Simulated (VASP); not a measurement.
# AlP (F-43m) in VASP: a series of runs, part 2 of 2

VASP 6.6.1. Earlier steps stand in the parts before.

## (4) Single point, PBE

This run uses another cell than the first one, of 18.93 Å³/atom, 1.075 times its volume.

File INCAR:

```
PREC = Accurate
ENCUT = 500
EDIFF = 1E-6
ISMEAR = 0
SIGMA = 0.01
LREAL = F
LASPH = T
NELM = 120
ALGO = Normal
ISIF = 2
LWAVE = F
LCHARG = F
GGA = PE
NBANDS = 11
GGA_COMPAT = F
```

File KPOINTS:

```
Automatic mesh
0
Gamma
  6 6 6
```

File POSCAR:

```
AlP
1.0
    0.0000000000      2.6651632714      2.6651632714
    2.6651632714      0.0000000000      2.6651632714
    2.6651632714      2.6651632714      0.0000000000
Al P
1 1
Direct
    0.0000000000      0.0000000000      0.0000000000
    0.2500000000      0.2500000000      0.2500000000
```

Potentials or basis: VASP PAW PBE potentials, release 64 (Al, P).

Command:

```bash
$ cat potpaw_PBE.64/Al/POTCAR potpaw_PBE.64/P/POTCAR > POTCAR
$ mpirun -np 1 vasp_std > vasp.out
```

OUTCAR:

```text
PREC = Accurate
   ENCUT = 500
   EDIFF = 1E-6
   ISMEAR = 0
   LREAL = F
   LASPH = T
   NELM = 120
   ISIF = 2
   GGA = PE

 ion  position               nearest neighbor table
   1  0.000  0.000  0.000-   2 2.31   2 2.31   2 2.31   2 2.31
   2  0.250  0.250  0.250-   1 2.31   1 2.31   1 2.31   1 2.31

  LATTYP: Found a face centered cubic cell.
 ALAT       =     5.3303265428

  Lattice vectors:

 A1 = (   0.0000000000,   2.6651632714,   2.6651632714)
 A2 = (   2.6651632714,   0.0000000000,   2.6651632714)
 A3 = (   2.6651632714,   2.6651632714,   0.0000000000)

Analysis of symmetry for initial positions (statically):
=====================================================================
 Subroutine PRICEL returns:
 Original cell was already a primitive cell.

 Routine SETGRP: Setting up the symmetry group for a
 face centered cubic supercell.

 Subroutine GETGRP returns: Found 24 space group operations
 (whereof 24 operations were pure point group operations)
 out of a pool of 48 trial point group operations.

The static configuration has the point symmetry T_d .

Analysis of symmetry for dynamics (positions and initial velocities):
[... 161 lines left out ...]
      3       5.2687      2.00000
      4       5.2687      2.00000
      5       9.2009      0.00000
      6       9.9259      0.00000
      7       9.9259      0.00000
      8       9.9259      0.00000
      9      14.1793      0.00000
     10      14.1793      0.00000
     11      16.0788      0.00000
[... 197 lines left out ...]
 k-point    16 :      -0.3333    0.5000    0.1667
  band No.  band energies     occupation
      1      -4.0172      2.00000
      2       0.0117      2.00000
      3       2.1174      2.00000
      4       2.3737      2.00000
      5       8.5542      0.00000
      6       9.6725      0.00000
      7      13.2097      0.00000
      8      13.5843      0.00000
      9      17.0995      0.00000
     10      17.6227      0.00000
     11      19.1508      0.00000

------------------------ aborting loop because EDIFF is reached ----------------------------------------

  FORCE on cell =-STRESS in cart. coord.  units (eV):
  Direction    XX          YY          ZZ          XY          YZ          ZX
  --------------------------------------------------------------------------------------
  -------------------------------------------------------------------------------------
  Total        2.3342780      2.3342780      2.3342780      0.0000000      0.0000000     -0.0000000
  in kB       98.7783344     98.7783344     98.7783344      0.0000000      0.0000000     -0.0000000
  external PRESSURE =      98.7783344 kB  Pullay stress =       0.0000000 kB

 VOLUME and BASIS-vectors are now :
 -----------------------------------------------------------------------------
  energy-cutoff  :      500.00
  volume of cell :       37.86
      direct lattice vectors                 reciprocal lattice vectors
     0.000000000  2.665163271  2.665163271    -0.187605767  0.187605767  0.187605767
     2.665163271  0.000000000  2.665163271     0.187605767 -0.187605767  0.187605767
     2.665163271  2.665163271  0.000000000     0.187605767  0.187605767 -0.187605767

 POSITION                                       TOTAL-FORCE (eV/Angst)
 -----------------------------------------------------------------------------------
      0.00000      0.00000      0.00000        -0.000000     -0.000000     -0.000000
      1.33258      1.33258      1.33258         0.000000      0.000000      0.000000
 -----------------------------------------------------------------------------------
    total drift:                                0.000000      0.000000      0.000000

  FREE ENERGIE OF THE ION-ELECTRON SYSTEM (eV)
  ---------------------------------------------------
  free  energy   TOTEN  =       -10.2589774376 eV

  energy  without entropy=      -10.2589774376  energy(sigma->0) =      -10.25897744
```

OSZICAR:

```text
N       E                     dE             d eps       ncg     rms          rms(c)
DAV:   1     0.119242022684E+02    0.11924E+02   -0.30575E+03   352   0.541E+02
DAV:   2    -0.984091208205E+01   -0.21765E+02   -0.21055E+02   465   0.909E+01
DAV:   3    -0.106346395187E+02   -0.79373E+00   -0.79254E+00   418   0.169E+01
DAV:   4    -0.106415833838E+02   -0.69439E-02   -0.69433E-02   447   0.194E+00
DAV:   5    -0.106416910187E+02   -0.10763E-03   -0.10763E-03   439   0.228E-01    0.485E+00
DAV:   6    -0.103122924530E+02    0.32940E+00   -0.59539E-01   400   0.295E+00    0.315E+00
DAV:   7    -0.102585671294E+02    0.53725E-01   -0.24960E-01   418   0.206E+00    0.154E+00
DAV:   8    -0.102589355589E+02   -0.36843E-03   -0.16259E-02   391   0.637E-01    0.211E-01
DAV:   9    -0.102588450237E+02    0.90535E-04   -0.72838E-04   437   0.152E-01    0.809E-02
DAV:  10    -0.102589724378E+02   -0.12741E-03   -0.18389E-04   379   0.735E-02    0.860E-03
DAV:  11    -0.102589769499E+02   -0.45121E-05   -0.20329E-05   432   0.218E-02    0.153E-02
DAV:  12    -0.102589774376E+02   -0.48770E-06   -0.16082E-06   422   0.666E-03
   1 F= -.10258977E+02 E0= -.10258977E+02  d E =-.315851E-54
```

stdout:

```text
POSCAR found type information on POSCAR AlP
 POSCAR found :  2 types and       2 ions
 scaLAPACK will be used
 LDA part: xc-table for (Slater+PW92), standard interpolation
 POSCAR, INCAR and KPOINTS ok, starting setup
 FFT: planning ... GRIDC
 FFT: planning ... GRID_SOFT
 FFT: planning ... GRID
 WAVECAR not read
 entering main loop
```

It took 14 s on 1 thread of AMD EPYC 7R13, shared host; peak memory 0.12 GiB.

What came out:

* Free energy: -10.2590 eV
* Pressure: 9.9 GPa
* Band gap on the k mesh: 1.42 eV, indirect (least direct gap 3.68 eV)

Levels at points of the mesh, in eV from the valence-band top:
```tsv
k point	band 2	band 3	band 4	band 5	band 6	band 7
(0.00, 0.00, 0.00)	0.00	0.00	0.00	3.93	4.66	4.66
(0.50, 0.00, 0.00)	-5.86	-0.81	-0.81	3.08	4.83	4.83
(0.50, 0.50, 0.00)	-5.56	-2.26	-2.26	1.42	2.43	11.70
```

A k mesh can miss the band edges.

## (5) Single point, PBE

This run uses another cell than the first one, of 20.88 Å³/atom, 1.185 times its volume.

File INCAR:

```
ALGO = Normal
EDIFF = 1E-6
ENCUT = 500
GGA = PE
GGA_COMPAT = False
ISIF = 2
ISMEAR = 0
LASPH = True
LCHARG = False
LREAL = False
LWAVE = False
NBANDS = 11
NELM = 120
PREC = Accurate
SIGMA = 0.01
```

File KPOINTS:

```
k-points
0
Gamma
  6 6 6
```

File POSCAR:

```
AlP
1.0
    0.0000000000      2.7538365335      2.7538365335
    2.7538365335      0.0000000000      2.7538365335
    2.7538365335      2.7538365335      0.0000000000
Al P
1 1
Direct
    0.0000000000      0.0000000000      0.0000000000
    0.2500000000      0.2500000000      0.2500000000
```

Command:

```bash
$ cat potpaw_PBE.64/Al/POTCAR potpaw_PBE.64/P/POTCAR > POTCAR
$ mpirun -np 1 vasp_std > vasp.out
```

Run time: 16 s. Hardware: 1 thread of AMD EPYC 7R13, shared host; peak memory 0.12 GiB.

The run converged. Its results:

| Item | Value |
| --- | --- |
| Free energy | -10.3693 eV |
| Pressure | -0.1 GPa |
| Band gap on the k mesh | 1.63 eV, indirect (least direct gap 3.08 eV) |

Levels at points of the mesh, in eV from the valence-band top:
```csv
k point,band 2,band 3,band 4,band 5,band 6,band 7
"(0.00, 0.00, 0.00)",0.00,0.00,0.00,3.08,4.52,4.52
"(0.50, 0.00, 0.00)",-5.41,-0.75,-0.75,2.72,4.81,4.81
"(0.50, 0.50, 0.00)",-5.22,-2.05,-2.05,1.63,2.47,10.85
```

## (6) Relaxation of cell and atoms, PBE

This run uses another cell than the first one, of 20.25 Å³/atom, 1.149 times its volume.

File INCAR:

```
ALGO     = Normal         # electronic algorithm
EDIFF    = 1E-7           # SCF threshold, eV
EDIFFG   = -0.01          # ionic threshold
ENCUT    = 500            # plane-wave cutoff, eV
GGA      = PE             # functional
GGA_COMPAT= F            
IBRION   = 2              # ionic algorithm
ISIF     = 3              # what is computed and relaxed
ISMEAR   = 0              # smearing method
LASPH    = T              # aspherical terms in the spheres
LCHARG   = F              # write CHGCAR
LREAL    = F              # projectors in reciprocal space
LWAVE    = F              # write WAVECAR
NELM     = 120            # most SCF steps
NELMIN   = 4            
NSW      = 80             # ionic steps
PREC     = Accurate       # precision mode
SIGMA    = 0.01           # smearing width, eV
```

KPOINTS is that of step 5.

File POSCAR:

```
AlP
1.0
    0.0000000000      2.7255000000      2.7255000000
    2.7255000000      0.0000000000      2.7255000000
    2.7255000000      2.7255000000      0.0000000000
Al P
1 1
Direct
    0.0000000000      0.0000000000      0.0000000000
    0.2500000000      0.2500000000      0.2500000000
```

Potentials or basis: VASP PAW PBE potentials, release 64 (Al, P).

Command:

```bash
$ cat potpaw_PBE.64/Al/POTCAR potpaw_PBE.64/P/POTCAR > POTCAR
$ mpirun -np 1 vasp_std > vasp.out
```

OUTCAR:

```text
EDIFF = 1E-7
   EDIFFG = -0.01
   ENCUT = 500
   GGA = PE
   IBRION = 2
   ISIF = 3
   ISMEAR = 0
   LASPH = T
   LREAL = F
   NELM = 120
   NELMIN = 4
   NSW = 80
   PREC = Accurate

 ion  position               nearest neighbor table
   1  0.000  0.000  0.000-   2 2.36   2 2.36   2 2.36   2 2.36
   2  0.250  0.250  0.250-   1 2.36   1 2.36   1 2.36   1 2.36

  LATTYP: Found a face centered cubic cell.
 ALAT       =     5.4510000000

  Lattice vectors:

 A1 = (   0.0000000000,   2.7255000000,   2.7255000000)
 A2 = (   2.7255000000,   0.0000000000,   2.7255000000)
 A3 = (   2.7255000000,   2.7255000000,   0.0000000000)

Analysis of symmetry for initial positions (statically):
=====================================================================
 Subroutine PRICEL returns:
 Original cell was already a primitive cell.

 Routine SETGRP: Setting up the symmetry group for a
 face centered cubic supercell.

 Subroutine GETGRP returns: Found 24 space group operations
 (whereof 24 operations were pure point group operations)
 out of a pool of 48 trial point group operations.

The static configuration has the point symmetry T_d .

Analysis of symmetry for dynamics (positions and initial velocities):
=====================================================================
 Subroutine PRICEL returns:
 Original cell was already a primitive cell.

 Routine SETGRP: Setting up the symmetry group for a
 face centered cubic supercell.

 Subroutine GETGRP returns: Found 24 space group operations
 (whereof 24 operations were pure point group operations)
 out of a pool of 48 trial point group operations.

The dynamic configuration has the point symmetry T_d .

 Subroutine INISYM returns: Found 24 space group operations
 (whereof 24 operations are pure point group operations),
 and found     1 'primitive' translations

----------------------------------------------------------------------------------------

[... 92 lines left out ...]
   TEBEG  =    0.0;   TEEND  =   0.0 temperature during run
   PSTRESS=    0.0 pullay stress
   NELECT =       8.0000    total number of electrons
   NUPDOWN=      -1.0000    fix difference up-down
   EMIN   =  10.00;   EMAX   =-10.00  energy-range for DOS
   EFERMI =   0.00;   METHOD = LEGACY
   ISMEAR =     0;   SIGMA  =   0.01  broadening in eV -4-tet -1-fermi 0-gaus
   EFERMI_NEDOS =   21; number of points for ismear=-14 and -15
   IALGO  =     38    algorithm
   IMIX   =      4    mixing-type and parameters
     AMIX     =   0.40;   BMIX     =  1.00
     AMIX_MAG =   1.60;   BMIX_MAG =  1.00
  volume/ion in A,a.u.               =      20.25       136.63
  Fermi-wavevector in a.u.,A,eV,Ry     =   0.953488  1.801831 12.369596  0.909140
  Thomas-Fermi vector in A             =   2.082148
   LORBIT       =      0    0 simple, 1 ext, 2 COOP (PROOUT), +10 PAW based schemes
   GGA     = PE    functional components
   LHFCALC =     F    Hartree Fock is set to
   AEXX    =    0.0000 exact exchange contribution
   IVDW    =     0    specifies the selected vdW correction
   LEPSILON=     F    determine dielectric tensor
   LRPA    =     F    only Hartree local field effects (RPA)
 conjugate gradient relaxation of ions
 non-spin polarized calculation
 Gauss-broadening in eV      SIGMA  =   0.01
  energy-cutoff  :      500.00
  volume of cell :       40.49
 maximum number of plane-waves:      1056
   NGX = 13   NGY = 13   NGZ = 13

--------------------------------------- Ionic step        1  -------------------------------------------

 number of electron       8.0000000 magnetization

 Free energy of the ion-electron system (eV)
  ---------------------------------------------------
  ext. energy  EPLUGINS =         0.00000000
  ---------------------------------------------------
  free energy    TOTEN  =       -10.35906983 eV

  energy without entropy =      -10.35906983  energy(sigma->0) =      -10.35906983

------------------------ aborting loop because EDIFF is reached ----------------------------------------

  FORCE on cell =-STRESS in cart. coord.  units (eV):
  Direction    XX          YY          ZZ          XY          YZ          ZX
  --------------------------------------------------------------------------------------
  -------------------------------------------------------------------------------------
  Total        0.6759016      0.6759016      0.6759016      0.0000000      0.0000000      0.0000000
  in kB       26.7439470     26.7439470     26.7439470      0.0000000      0.0000000      0.0000000
  external PRESSURE =      26.7439470 kB  Pullay stress =       0.0000000 kB
[... 59 lines left out ...]
--------------------------------------- Ionic step        3  -------------------------------------------

 number of electron       8.0000001 magnetization

 Free energy of the ion-electron system (eV)
  ---------------------------------------------------
  ext. energy  EPLUGINS =         0.00000000
  ---------------------------------------------------
  free energy    TOTEN  =       -10.36917050 eV

  energy without entropy =      -10.36917050  energy(sigma->0) =      -10.36917050

 E-fermi :   4.4472     XC(G=0):  -9.1087

 val. band max:        4.3559607172   @ k =   0.0000   0.0000   0.0000
 cond. band min:       5.9815983348   @ k =   0.5000   0.5000   0.0000
 fundamental gap:      1.6256376176
 Fermi energy:         4.4471579494

 k-point     1 :       0.0000    0.0000    0.0000
  band No.  band energies     occupation
      1      -7.0067      2.00000
      2       4.3560      2.00000
      3       4.3560      2.00000
      4       4.3560      2.00000
      5       7.4454      0.00000
      6       8.8788      0.00000
      7       8.8788      0.00000
      8       8.8788      0.00000
[... 192 lines left out ...]
  FREE ENERGIE OF THE ION-ELECTRON SYSTEM (eV)
  ---------------------------------------------------
  free  energy   TOTEN  =       -10.3691704968 eV

  energy  without entropy=      -10.3691704968  energy(sigma->0) =      -10.36917050

 reached required accuracy - stopping structural energy minimisation
```

It took 33 s on 1 thread of AMD EPYC 7R13, shared host; peak memory 0.12 GiB.

What came out:

```yaml
Free_energy: -10.3692 eV
Relaxed_volume: 20.87 Å³/atom
Relaxed_cell: a = 3.894 Å, b = 3.894 Å, c = 3.894 Å, α = 60.00°, β = 60.00°, γ = 60.00°
Space_group_after_relaxing_to_0.05_Å: F-43m (No. 216)
Energy_gained_by_relaxing: 5.1 meV/atom
Ionic_steps: 3
Pressure_after_relaxing: 0.0 GPa
Band_gap_on_the_k_mesh: 1.63 eV, indirect (least direct gap 3.09 eV)
```

The path:
```csv
step,energy change (eV),largest force (eV/Å),pressure (GPa),volume (Å³)
1,0.0000,0.0000,2.67,40.49
2,-0.0065,0.0000,-1.45,42.50
3,-0.0101,0.0000,0.00,41.74
```

Final structure:
```yaml
crystal:
  lattice:
    - [0.00000, 2.75313, 2.75313]
    - [2.75313, 0.00000, 2.75313]
    - [2.75313, 2.75313, 0.00000]
  atoms:
    - { symbol: Al, position: [0.00000, 0.00000, 0.00000] }
    - { symbol: P, position: [0.25000, 0.25000, 0.25000] }
```

## (7) Overview

```tsv
task	cell	gap on the mesh (eV)	pressure (GPa)
single point	a = 3.680 Å, angles 60.0°, 2 atoms	1.25	19.8
single point	a = 3.825 Å, angles 60.0°, 2 atoms	1.52	4.9
single point	a = 3.769 Å, angles 60.0°, 2 atoms	1.42	9.9
single point	a = 3.895 Å, angles 60.0°, 2 atoms	1.63	-0.1
relaxation of cell and atoms	relaxed from a = 3.854 Å, angles 60.0°, 2 atoms	1.63	0.0
```

Alike in all rows: level PBE; potentials or basis VASP PAW PBE potentials, release 64 (Al, P); no spin polarisation; k mesh 6 × 6 × 6; cutoff (eV) 500; smearing gaussian 0.01 eV.

Total energies depend on the potentials used, so only differences within one code and one set of settings carry meaning.

## (8) How close it comes

Step 5. Against the measured gap of AlP, 2.505 eV (indirect; 4.2 K; a printed reference work, data compilation), the calculated 1.63 eV is off by -0.88 eV. The value is that of PBE on a finite k mesh, which can miss the band edges, without temperature or zero-point motion. Semilocal functionals fall short of measured gaps as a rule.
